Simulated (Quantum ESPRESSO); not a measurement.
# BeS (F-43m) in Quantum ESPRESSO: settings compared

The runs below take BeS through band structure, with PBE, LDA, PBEsol, r2SCAN.

All numbers are computed with Quantum ESPRESSO 7.5; they aren't measurements. Logs are shortened: lines on timing, memory, paths and dates and some standing lists are left out, and cuts for length are marked.

### Step 1. The structure

The structure is cubic, space group F-43m (No. 216). The conventional cell has a = 4.850 Å, b = 4.850 Å, c = 4.850 Å, α = 90.00°, β = 90.00°, γ = 90.00°. Around S (site symmetry -43m) lie 4 Be at 2.10 Å. Be (site symmetry -43m) is surrounded by 4 S at 2.10 Å.

### Step 2. Band structure, PBE

The input, pw.in:

```
&CONTROL
  calculation = 'scf'
  prefix = 'pwscf'
  outdir = './tmp'
  pseudo_dir = './pseudo'
  tprnfor = .true.
  tstress = .true.
  disk_io = 'low'
/
&SYSTEM
  ibrav = 0
  nat = 2
  ntyp = 2
  ecutwfc = 55
  ecutrho = 440
  nbnd = 10
  occupations = 'smearing'
  smearing = 'fd'
  degauss = 0.00367493
/
&ELECTRONS
  conv_thr = 4d-10
  electron_maxstep = 120
  mixing_beta = 0.5
/
ATOMIC_SPECIES
S     32.0600 s_pbe_v1.4.uspp.F.UPF
Be     9.0122 be_pbe_v1.4.uspp.F.UPF
CELL_PARAMETERS angstrom
   0.0000000000    2.4250000000    2.4250000000
   2.4250000000    0.0000000000    2.4250000000
   2.4250000000    2.4250000000    0.0000000000
ATOMIC_POSITIONS crystal
S      0.7500000000    0.7500000000    0.7500000000
Be     0.0000000000    0.0000000000    0.0000000000
K_POINTS automatic
9 9 9 0 0 0
```

The input, bands.in:

```
&CONTROL
  calculation = 'bands'
  prefix = 'pwscf'
  outdir = './tmp'
  pseudo_dir = './pseudo'
  disk_io = 'low'
  verbosity = 'high'
/
&SYSTEM
  ibrav = 0
  nat = 2
  ntyp = 2
  ecutwfc = 55
  ecutrho = 440
  nbnd = 10
  occupations = 'smearing'
  smearing = 'fd'
  degauss = 0.00367493
/
&ELECTRONS
  conv_thr = 1d-08
  electron_maxstep = 120
  mixing_beta = 0.5
  diago_full_acc = .true.
  startingwfc = 'random'
/
ATOMIC_SPECIES
S     32.0600 s_pbe_v1.4.uspp.F.UPF
Be     9.0122 be_pbe_v1.4.uspp.F.UPF
CELL_PARAMETERS angstrom
   0.0000000000    2.4250000000    2.4250000000
   2.4250000000    0.0000000000    2.4250000000
   2.4250000000    2.4250000000    0.0000000000
ATOMIC_POSITIONS crystal
S      0.7500000000    0.7500000000    0.7500000000
Be     0.0000000000    0.0000000000    0.0000000000
K_POINTS crystal
60
 0.0000000000  0.0000000000  0.0000000000 1
 0.0625000000  0.0000000000  0.0625000000 1
 0.1250000000  0.0000000000  0.1250000000 1
 0.1875000000  0.0000000000  0.1875000000 1
 0.2500000000  0.0000000000  0.2500000000 1
 0.3125000000  0.0000000000  0.3125000000 1
 0.3750000000  0.0000000000  0.3750000000 1
 0.4375000000  0.0000000000  0.4375000000 1
 0.5000000000  0.0000000000  0.5000000000 1
 0.5000000000  0.0625000000  0.5625000000 1
 0.5000000000  0.1250000000  0.6250000000 1
 0.5000000000  0.1875000000  0.6875000000 1
 0.5000000000  0.2500000000  0.7500000000 1
 0.4375000000  0.3125000000  0.7500000000 1
 0.3750000000  0.3750000000  0.7500000000 1
 0.3375000000  0.3375000000  0.6750000000 1
 0.3000000000  0.3000000000  0.6000000000 1
 0.2625000000  0.2625000000  0.5250000000 1
 0.2250000000  0.2250000000  0.4500000000 1
 0.1875000000  0.1875000000  0.3750000000 1
 0.1500000000  0.1500000000  0.3000000000 1
 0.1125000000  0.1125000000  0.2250000000 1
 0.0750000000  0.0750000000  0.1500000000 1
 0.0375000000  0.0375000000  0.0750000000 1
 0.0000000000  0.0000000000  0.0000000000 1
 0.0625000000  0.0625000000  0.0625000000 1
 0.1250000000  0.1250000000  0.1250000000 1
 0.1875000000  0.1875000000  0.1875000000 1
 0.2500000000  0.2500000000  0.2500000000 1
 0.3125000000  0.3125000000  0.3125000000 1
 0.3750000000  0.3750000000  0.3750000000 1
 0.4375000000  0.4375000000  0.4375000000 1
 0.5000000000  0.5000000000  0.5000000000 1
 0.5250000000  0.4500000000  0.5250000000 1
 0.5500000000  0.4000000000  0.5500000000 1
 0.5750000000  0.3500000000  0.5750000000 1
 0.6000000000  0.3000000000  0.6000000000 1
 0.6250000000  0.2500000000  0.6250000000 1
 0.5833333333  0.2500000000  0.6666666667 1
 0.5416666667  0.2500000000  0.7083333333 1
 0.5000000000  0.2500000000  0.7500000000 1
 0.5000000000  0.2857142857  0.7142857143 1
 0.5000000000  0.3214285714  0.6785714286 1
 0.5000000000  0.3571428571  0.6428571429 1
 0.5000000000  0.3928571429  0.6071428571 1
 0.5000000000  0.4285714286  0.5714285714 1
 0.5000000000  0.4642857143  0.5357142857 1
 0.5000000000  0.5000000000  0.5000000000 1
 0.4821428571  0.4821428571  0.5357142857 1
 0.4642857143  0.4642857143  0.5714285714 1
 0.4464285714  0.4464285714  0.6071428571 1
 0.4285714286  0.4285714286  0.6428571429 1
 0.4107142857  0.4107142857  0.6785714286 1
 0.3928571429  0.3928571429  0.7142857143 1
 0.3750000000  0.3750000000  0.7500000000 1
 0.6250000000  0.2500000000  0.6250000000 1
 0.5937500000  0.1875000000  0.5937500000 1
 0.5625000000  0.1250000000  0.5625000000 1
 0.5312500000  0.0625000000  0.5312500000 1
 0.5000000000  0.0000000000  0.5000000000 1
```

Potentials or basis: SSSP 1.3 efficiency PBE.

On the command line:

```
> OMP_NUM_THREADS=1 mpirun -n 2 pw.x -nk 2 -in pw.in > pw.out
> OMP_NUM_THREADS=1 mpirun -n 2 pw.x -nk 2 -in bands.in > bands.out
```

pw.out:

```text
This program is part of the open-source Quantum ESPRESSO suite
     for quantum simulation of materials; please cite
         "P. Giannozzi et al., J. Phys.:Condens. Matter 21 395502 (2009);
         "P. Giannozzi et al., J. Phys.:Condens. Matter 29 465901 (2017);
         "P. Giannozzi et al., J. Chem. Phys. 152 154105 (2020);
     in publications or presentations arising from this work. More details at

     Message from routine setup:
     using ibrav=0 with symmetry is DISCOURAGED, use correct ibrav instead

     K-points division:     npool     =       2
     Subspace diagonalization in iterative solution of the eigenvalue problem:
     a serial algorithm will be used

     G-vector sticks info
     --------------------
     sticks:   dense  smooth     PW     G-vecs:    dense   smooth      PW
     Sum        1285     649    199                30155    10777    1837

     Using Slab Decomposition

     bravais-lattice index     =            0
     lattice parameter (alat)  =       6.4808  a.u.
     unit-cell volume          =     192.4695 (a.u.)^3
     number of atoms/cell      =            2
     number of atomic types    =            2
     number of electrons       =        10.00
     number of Kohn-Sham states=           10
     kinetic-energy cutoff     =      55.0000  Ry
     charge density cutoff     =     440.0000  Ry
     scf convergence threshold =      4.0E-10
     mixing beta               =       0.5000
     number of iterations used =            8  plain     mixing
     Exchange-correlation=  SLA  PW   PBX  PBC
                           (   1   4   3   4   0   0   0)

     celldm(1)=   6.480755  celldm(2)=   0.000000  celldm(3)=   0.000000
     celldm(4)=   0.000000  celldm(5)=   0.000000  celldm(6)=   0.000000

     crystal axes: (cart. coord. in units of alat)
               a(1) = (   0.000000   0.707107   0.707107 )
               a(2) = (   0.707107   0.000000   0.707107 )
               a(3) = (   0.707107   0.707107   0.000000 )

     reciprocal axes: (cart. coord. in units 2 pi/alat)
               b(1) = ( -0.707107  0.707107  0.707107 )
               b(2) = (  0.707107 -0.707107  0.707107 )
               b(3) = (  0.707107  0.707107 -0.707107 )

     PseudoPot. # 1 for S  read from file:
     s_pbe_v1.4.uspp.F.UPF
     Pseudo is Ultrasoft + core correction, Zval =  6.0
     Generated by new atomic code, or converted to UPF format
     Using radial grid of  907 points,  6 beta functions with:
                l(1) =   0
                l(2) =   0
                l(3) =   1
                l(4) =   1
                l(5) =   2
                l(6) =   2
     Q(r) pseudized with  8 coefficients,  rinner =    1.300   1.300   1.300
                                                       1.300   1.300

     PseudoPot. # 2 for Be read from file:
     be_pbe_v1.4.uspp.F.UPF
     Pseudo is Ultrasoft, Zval =  4.0
     Generated by new atomic code, or converted to UPF format
     Using radial grid of  769 points,  6 beta functions with:
                l(1) =   0
                l(2) =   0
                l(3) =   0
                l(4) =   1
                l(5) =   1
                l(6) =   2
     Q(r) pseudized with 10 coefficients,  rinner =    1.000   1.000   1.000
                                                       1.000   1.000

     atomic species   valence    mass     pseudopotential
     S                 6.00    32.06000     S ( 1.00)
     Be                4.00     9.01220     Be( 1.00)

     24 Sym. Ops. (no inversion) found

   Cartesian axes

     site n.     atom                  positions (alat units)
         1        S      tau(   1) = (   1.0606602   1.0606602   1.0606602  )
         2        Be     tau(   2) = (   0.0000000   0.0000000   0.0000000  )

     number of k points=    35  Fermi-Dirac smearing, width (Ry)=  0.0037
                       cart. coord. in units 2pi/alat
        k(    1) = (   0.0000000   0.0000000   0.0000000), wk =   0.0027435
        k(    2) = (   0.0785674   0.0785674  -0.0785674), wk =   0.0219479
        k(    3) = (   0.1571348   0.1571348  -0.1571348), wk =   0.0219479
        k(    4) = (   0.2357023   0.2357023  -0.2357023), wk =   0.0219479
        k(    5) = (   0.3142697   0.3142697  -0.3142697), wk =   0.0219479
        k(    6) = (   0.1571348   0.0000000  -0.0000000), wk =   0.0164609
[... 27 lines left out ...]
        k(   34) = (  -0.0000000  -0.4714045   0.6285394), wk =   0.0658436
        k(   35) = (  -0.0785674  -0.3928371   0.7071068), wk =   0.0658436

     Dense  grid:    30155 G-vectors     FFT dimensions: (  45,  45,  45)

     Smooth grid:    10777 G-vectors     FFT dimensions: (  32,  32,  32)

     Initial potential from superposition of free atoms

     starting charge       9.9998, renormalised to      10.0000
     Starting wfcs are    9 randomized atomic wfcs +    1 random wfcs

     Self-consistent Calculation

     iteration #  1     ecut=    55.00 Ry     beta= 0.50
     Davidson diagonalization with overlap
     ethr =  1.00E-02,  avg # of iterations =  5.9

     Threshold (ethr) on eigenvalues was too large:
     Diagonalizing with lowered threshold

     Davidson diagonalization with overlap
     ethr =  4.34E-04,  avg # of iterations =  1.9

     total energy              =     -52.50033704 Ry
     estimated scf accuracy    <       0.04367329 Ry

     iteration #  2     ecut=    55.00 Ry     beta= 0.50
     Davidson diagonalization with overlap
     ethr =  4.37E-04,  avg # of iterations =  1.0

     total energy              =     -52.50148469 Ry
     estimated scf accuracy    <       0.00648300 Ry

     iteration #  3     ecut=    55.00 Ry     beta= 0.50
     Davidson diagonalization with overlap
     ethr =  6.48E-05,  avg # of iterations =  2.7

     total energy              =     -52.50186968 Ry
     estimated scf accuracy    <       0.00023685 Ry

     iteration #  4     ecut=    55.00 Ry     beta= 0.50
     Davidson diagonalization with overlap
     ethr =  2.37E-06,  avg # of iterations =  6.4

     total energy              =     -52.50190860 Ry
     estimated scf accuracy    <       0.00002024 Ry

     iteration #  5     ecut=    55.00 Ry     beta= 0.50
     Davidson diagonalization with overlap
     ethr =  2.02E-07,  avg # of iterations =  3.0

     total energy              =     -52.50191286 Ry
     estimated scf accuracy    <       0.00000013 Ry

     iteration #  6     ecut=    55.00 Ry     beta= 0.50
     Davidson diagonalization with overlap
     ethr =  1.26E-09,  avg # of iterations =  4.0

     total energy              =     -52.50191306 Ry
     estimated scf accuracy    <       0.00000002 Ry

     iteration #  7     ecut=    55.00 Ry     beta= 0.50
     Davidson diagonalization with overlap
     ethr =  1.73E-10,  avg # of iterations =  2.0

     End of self-consistent calculation

          k = 0.0000 0.0000 0.0000 (  1363 PWs)   bands (ev):

   -93.2898  -8.1800   5.5080   5.5080   5.5080  11.1706  11.1706  11.1706
    11.3989  18.1539

          k = 0.0786 0.0786-0.0786 (  1327 PWs)   bands (ev):

   -93.2898  -8.0395   4.5232   5.3472   5.3472  11.1166  11.4594  11.4594
    12.4506  17.5980

          k = 0.1571 0.1571-0.1571 (  1330 PWs)   bands (ev):

   -93.2898  -7.6442   2.6715   5.0012   5.0012  11.0740  11.9798  11.9798
    14.3259  17.2057

          k = 0.2357 0.2357-0.2357 (  1326 PWs)   bands (ev):

   -93.2898  -7.0957   0.9527   4.6799   4.6799  11.0250  12.1544  12.1544
    15.9080  18.0181

          k = 0.3143 0.3143-0.3143 (  1329 PWs)   bands (ev):

   -93.2898  -6.6431  -0.1232   4.4988   4.4988  10.9900  12.0741  12.0741
    16.6490  19.7245

          k = 0.1571 0.0000-0.0000 (  1323 PWs)   bands (ev):

   -93.2898  -7.9927   4.7186   5.0277   5.0277  10.7885  11.9364  11.9364
    12.3469  16.5701

          k = 0.2357 0.0786-0.0786 (  1334 PWs)   bands (ev):

   -93.2898  -7.6819   3.2471   4.6072   4.8250  10.8515  12.1658  12.6488
    13.4521  16.2351

          k = 0.3143 0.1571-0.1571 (  1326 PWs)   bands (ev):

   -93.2898  -7.1784   1.5354   4.2969   4.4469  11.0848  12.2928  12.9582
    14.2272  17.5840

          k = 0.3928 0.2357-0.2357 (  1327 PWs)   bands (ev):

   -93.2898  -6.6712   0.2569   4.0563   4.1915  11.1698  12.2124  12.7874
    15.6268  18.8222

          k =-0.2357-0.3928 0.3928 (  1333 PWs)   bands (ev):
[... 79 lines left out ...]
          k = 0.3143 0.1571-0.0000 (  1333 PWs)   bands (ev):

   -93.2898  -7.3141   2.3756   3.6768   4.6145  10.9903  12.6242  13.2042
    13.5350  16.6888

          k = 0.3928 0.2357-0.0786 (  1329 PWs)   bands (ev):

   -93.2898  -6.8127   1.1589   3.1499   4.2185  11.4170  12.3788  13.6874
    14.2245  17.6481

          k =-0.2357-0.3928 0.5500 (  1324 PWs)   bands (ev):

   -93.2897  -6.4098   0.2769   3.0014   3.8844  11.5731  12.0318  14.1351
    15.5372  17.8922

          k = 0.4714 0.1571-0.0000 (  1317 PWs)   bands (ev):

   -93.2897  -6.6355   1.3712   2.9226   3.4705  10.2733  11.9027  14.2197
    15.7941  18.6158

          k =-0.1571-0.4714 0.6285 (  1322 PWs)   bands (ev):

   -93.2897  -6.2532   0.8153   2.3201   3.1610  10.7290  12.7677  13.9863
    16.3383  18.1970

          k =-0.0786-0.3928 0.5500 (  1320 PWs)   bands (ev):

   -93.2897  -6.1435   0.6985   1.8980   3.2823  11.1295  13.2258  14.9399
    15.7969  16.6648

          k = 0.0000-0.3143 0.4714 (  1327 PWs)   bands (ev):

   -93.2897  -6.3929   0.9374   2.1025   3.7223  11.7013  12.5688  14.0263
    15.7411  17.2873

          k =-0.0786-0.5500 0.7071 (  1321 PWs)   bands (ev):

   -93.2897  -6.0918   0.7723   2.5185   2.6659   9.7007  11.3176  16.1110
    17.5178  19.4089

          k =-0.0000-0.4714 0.6285 (  1324 PWs)   bands (ev):

   -93.2897  -6.0064   0.9591   1.6714   2.7907  10.4377  12.6143  15.4871
    16.0504  18.6880

          k =-0.0786-0.3928 0.7071 (  1327 PWs)   bands (ev):

   -93.2897  -6.0290   1.0787   1.7367   2.4887  11.7667  13.0581  13.8486
    15.4434  18.5540

     the Fermi energy is     6.7696 ev

!    total energy              =     -52.50191306 Ry
     estimated scf accuracy    <          2.5E-10 Ry
     smearing contrib. (-TS)   =      -0.00000000 Ry
     internal energy E=F+TS    =     -52.50191306 Ry

     The total energy is F=E-TS. E is the sum of the following terms:
     one-electron contribution =     -16.69380375 Ry
     hartree contribution      =       7.98638746 Ry
     xc contribution           =     -13.58166897 Ry
     ewald contribution        =     -30.21282779 Ry

     convergence has been achieved in   7 iterations

     Forces acting on atoms (cartesian axes, Ry/au):

     atom    1 type  1   force =    -0.00000000   -0.00000000   -0.00000000
     atom    2 type  2   force =     0.00000000    0.00000000   -0.00000000

     Total force =     0.000000     Total SCF correction =     0.000000

     Computing stress (Cartesian axis) and pressure

          total   stress  (Ry/bohr**3)                   (kbar)     P=       16.32
   0.00011093   0.00000000  -0.00000000           16.32        0.00       -0.00
   0.00000000   0.00011093   0.00000000            0.00       16.32        0.00
  -0.00000000   0.00000000   0.00011093           -0.00        0.00       16.32

=------------------------------------------------------------------------------=
   JOB DONE.
=------------------------------------------------------------------------------=
```

Wall time 12 s (2 MPI ranks of Intel Xeon 6975P-C (Granite Rapids), shared host); peak memory 0.26 GiB.

What came out:

| Quantity | Value |
| --- | --- |
| Free energy | -714.3249 eV |
| Pressure | 1.6 GPa |
| Band gap on the k mesh | 3.21 eV, indirect (least direct gap 5.66 eV) |
| Band gap along the path | 3.11 eV, indirect (least direct gap 5.64 eV) |

Levels at the corners of the path, in eV from the valence-band top:
```tsv
point	band 2	band 3	band 4	band 5	band 6	band 7	band 8	band 9	band 10
Γ	-13.69	0.00	0.00	0.00	5.66	5.66	5.66	5.89	12.65
X	-11.54	-5.01	-2.64	-2.64	3.11	4.91	12.74	12.74	15.56
W	-11.48	-4.25	-3.86	-3.34	6.46	8.07	8.44	8.84	14.20
K	-11.55	-4.55	-4.09	-2.19	4.36	7.50	10.53	11.34	11.95
Γ	-13.69	0.00	0.00	0.00	5.66	5.66	5.66	5.89	12.65
L	-12.08	-5.78	-1.03	-1.03	5.48	6.55	6.55	11.22	14.72
U	-11.55	-4.55	-4.09	-2.19	4.36	7.50	10.53	11.34	11.95
W	-11.48	-4.25	-3.86	-3.34	6.46	8.07	8.44	8.84	14.20
L	-12.08	-5.78	-1.03	-1.03	5.48	6.55	6.55	11.22	14.72
K	-11.55	-4.55	-4.09	-2.19	4.36	7.50	10.53	11.34	11.95
U	-11.55	-4.55	-4.09	-2.19	4.36	7.50	10.53	11.34	11.95
X	-11.54	-5.01	-2.64	-2.64	3.11	4.91	12.74	12.74	15.56
```

Caveat: the mesh misses the band edges, which the band path finds closer together.

### Step 3. Band structure, LDA

Edit pw.in of step 2 so:

```diff
@@ -13,4 +13,4 @@
   ntyp = 2
-  ecutwfc = 55
-  ecutrho = 440
+  ecutwfc = 45
+  ecutrho = 360
   nbnd = 10
@@ -26,4 +26,4 @@
 ATOMIC_SPECIES
-S     32.0600 s_pbe_v1.4.uspp.F.UPF
-Be     9.0122 be_pbe_v1.4.uspp.F.UPF
+S     32.0600 s_lda_v1.4.uspp.F.UPF
+Be     9.0122 be_lda_v1.4.uspp.F.UPF
 CELL_PARAMETERS angstrom
```

Edit bands.in of step 2 so:

```diff
@@ -12,4 +12,4 @@
   ntyp = 2
-  ecutwfc = 55
-  ecutrho = 440
+  ecutwfc = 45
+  ecutrho = 360
   nbnd = 10
@@ -27,4 +27,4 @@
 ATOMIC_SPECIES
-S     32.0600 s_pbe_v1.4.uspp.F.UPF
-Be     9.0122 be_pbe_v1.4.uspp.F.UPF
+S     32.0600 s_lda_v1.4.uspp.F.UPF
+Be     9.0122 be_lda_v1.4.uspp.F.UPF
 CELL_PARAMETERS angstrom
```

Potentials or basis: GBRV 1.5 LDA.

On the command line:

```
> OMP_NUM_THREADS=1 mpirun -n 2 pw.x -nk 2 -in pw.in > pw.out
> OMP_NUM_THREADS=1 mpirun -n 2 pw.x -nk 2 -in bands.in > bands.out
```

It took 11 s on 2 MPI ranks of Intel Xeon 6975P-C (Granite Rapids), shared host; peak memory 0.18 GiB.

Results (log left out):

```yaml
Free_energy: -710.8890 eV
Pressure: -3.2 GPa
Band_gap_on_the_k_mesh: 2.99 eV, indirect (least direct gap 5.52 eV)
Band_gap_along_the_path: 2.90 eV, indirect (least direct gap 5.46 eV)
```

Levels at the corners of the path, in eV from the valence-band top:
```tsv
point	band 2	band 3	band 4	band 5	band 6	band 7	band 8	band 9
Γ	-13.66	0.00	0.00	0.00	5.52	5.52	5.52	5.66
X	-11.50	-5.04	-2.67	-2.67	2.90	4.79	12.54	12.54
W	-11.44	-4.24	-3.93	-3.41	6.29	7.87	8.24	8.78
K	-11.50	-4.56	-4.16	-2.22	4.18	7.36	10.37	11.18
Γ	-13.66	0.00	0.00	0.00	5.52	5.52	5.52	5.66
L	-12.04	-5.84	-1.05	-1.05	5.34	6.41	6.41	10.92
U	-11.50	-4.56	-4.16	-2.22	4.18	7.36	10.37	11.18
W	-11.44	-4.24	-3.93	-3.41	6.29	7.87	8.24	8.78
L	-12.04	-5.84	-1.05	-1.05	5.34	6.41	6.41	10.92
K	-11.50	-4.56	-4.16	-2.22	4.18	7.36	10.37	11.18
U	-11.50	-4.56	-4.16	-2.22	4.18	7.36	10.37	11.18
X	-11.50	-5.04	-2.67	-2.67	2.90	4.79	12.54	12.54
```

Caveat: the mesh misses the band edges, which the band path finds closer together.

(Part 1 of 2 ends here.)
